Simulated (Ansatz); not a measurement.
Crystal: ZrB2.

```
Zr B
1.0
     3.17000    0.00000    0.00000
    -1.58500    2.74530    0.00000
     0.00000    0.00000    3.53300
Zr B
1 2
Cartesian
  0.0000 0.0000 0.0000
  1.5850 0.9151 1.7665
  0.0000 1.8302 1.7665
```

Base run:

| Property | Result |
| --- | --- |
| Program | Ansatz 0.2.0 |
| Functional | PBEsol |
| Potentials or basis | all-electron LAPW, non-relativistic |
| Cutoff | 255 eV |
| Density cutoff | 1020 eV |
| Basis error allowed | 0.002 eV/atom |
| k mesh | 10 × 10 × 8 |
| Occupations | fermi-dirac, width 0.05 eV |
| Spin | no spin polarisation |

Its results: pressure -2.8 GPa.

Q: After a change of settings the same cell gave: pressure -4.0 GPa. Which change was it?
A. potentials or basis from all-electron LAPW, non-relativistic to all-electron LAPW, scalar-relativistic; hubbard terms from none to Zr d U = 2 eV
B. potentials or basis from all-electron LAPW, non-relativistic to all-electron LAPW, inner shells corrected to Dirac's equation
C. functional from PBEsol to LDA; potentials or basis from all-electron LAPW, non-relativistic to all-electron LAPW, scalar-relativistic
D. functional from PBEsol to PBE; potentials or basis from all-electron LAPW, non-relativistic to all-electron LAPW, scalar-relativistic

A: B.

Caveats: relativity is left out, which matters for the heavier elements (some runs).

Not every run made on this cell is shown here.
